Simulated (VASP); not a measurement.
## VASP 6.6.1 run: ZnSe

INCAR

```
ENCUT = 250
PREC = Accurate
EDIFF = 1E-7
LCHARG = .FALSE.
ISMEAR = -1
IBRION = 2
LREAL = .FALSE.
LASPH = .TRUE.
ISIF = 3
NSW = 40
NELM = 50
NBANDS = 16
LWAVE = .FALSE.
EDIFFG = -5E-3
GGA = PS
SIGMA = 0.02
```

KPOINTS

```
KPOINTS created by Atomic Simulation Environment
0
Gamma
8 8 8
0 0 0
```

POSCAR

```
Zn Se
 1.0000000000000000
     0.0000000000000000    2.8661395710329329    2.8661395710329329
     2.8661395710329329    0.0000000000000000    2.8661395710329329
     2.8661395710329329    2.8661395710329329    0.0000000000000000
 Zn  Se
   1   1
Cartesian
  0.0000000000000000  0.0000000000000000  0.0000000000000000
  1.4330697855164665  1.4330697855164665  1.4330697855164665
```

The recommended PBE PAW datasets give the neutral cell 18 valence electrons.

Command

```
mpirun -np 1 vasp_std
```

Q: How does this run end, and what does it give?

A: It converged. Results: relaxed cell vector lengths 3.958, 3.958, 3.958 Å; relaxed cell volume 43.84 Å³.

OSZICAR

```
N       E                     dE             d eps       ncg     rms          rms(c)
DAV:   1     0.567220229703E+02    0.56722E+02   -0.57172E+03   936   0.720E+02
DAV:   2    -0.456195194830E+01   -0.61284E+02   -0.58842E+02  1136   0.170E+02
DAV:   3    -0.703578165429E+01   -0.24738E+01   -0.24709E+01  1064   0.377E+01
DAV:   4    -0.704667693428E+01   -0.10895E-01   -0.10895E-01  1240   0.265E+00
DAV:   5    -0.704672066297E+01   -0.43729E-04   -0.43729E-04  1048   0.147E-01    0.422E+00
DAV:   6    -0.675109162451E+01    0.29563E+00   -0.66644E-01  1208   0.242E+01    0.321E+00
DAV:   7    -0.673544623149E+01    0.15645E-01   -0.14741E-01  1072   0.283E+00    0.147E+00
DAV:   8    -0.673304005716E+01    0.24062E-02   -0.37381E-03  1096   0.504E-01    0.380E-01
DAV:   9    -0.673288565573E+01    0.15440E-03   -0.57895E-04  1136   0.355E-01    0.638E-02
DAV:  10    -0.673293230212E+01   -0.46646E-04   -0.16940E-04  1136   0.177E-01    0.167E-02
...
DAV:   2    -0.687436286608E+01    0.48112E+00   -0.11296E+00  1112   0.211E+01    0.201E+00
DAV:   3    -0.680928164733E+01    0.65081E-01   -0.54917E-02  1200   0.238E+00    0.945E-01
DAV:   4    -0.679646288995E+01    0.12819E-01   -0.99743E-03  1032   0.756E-01    0.316E-01
DAV:   5    -0.679503554086E+01    0.14273E-02   -0.90388E-04  1328   0.953E-01    0.547E-02
DAV:   6    -0.679500501555E+01    0.30525E-04   -0.60935E-04  1136   0.530E-01    0.289E-02
DAV:   7    -0.679500472167E+01    0.29389E-06   -0.77917E-05  1072   0.157E-01    0.919E-03
DAV:   8    -0.679500533168E+01   -0.61002E-06   -0.97887E-06  1072   0.350E-02    0.248E-03
DAV:   9    -0.679500551972E+01   -0.18804E-06   -0.23906E-07  1072   0.402E-03    0.874E-04
DAV:  10    -0.679500546550E+01    0.54221E-07   -0.23735E-08   752   0.129E-03
   3 F= -.67950055E+01 E0= -.67950055E+01  d E =-.620743E-01
```

```json
{"ionic step": "1", "ΔE (meV/atom)": "0.0", "volume (Å³)": "47.09", "largest force (eV/Å)": "0.000", "pressure (GPa)": "-5.85", "electronic steps": "14"}
{"ionic step": "2", "ΔE (meV/atom)": "-12.4", "volume (Å³)": "41.47", "largest force (eV/Å)": "0.000", "pressure (GPa)": "5.26", "electronic steps": "11"}
{"ionic step": "3", "ΔE (meV/atom)": "-31.0", "volume (Å³)": "43.84", "largest force (eV/Å)": "0.000", "pressure (GPa)": "-0.03", "electronic steps": "10"}
```

These settings aren't sound, so the numbers aren't properties of the crystal.

On sound settings the PBEsol relaxation ends at 44.86 Å³.
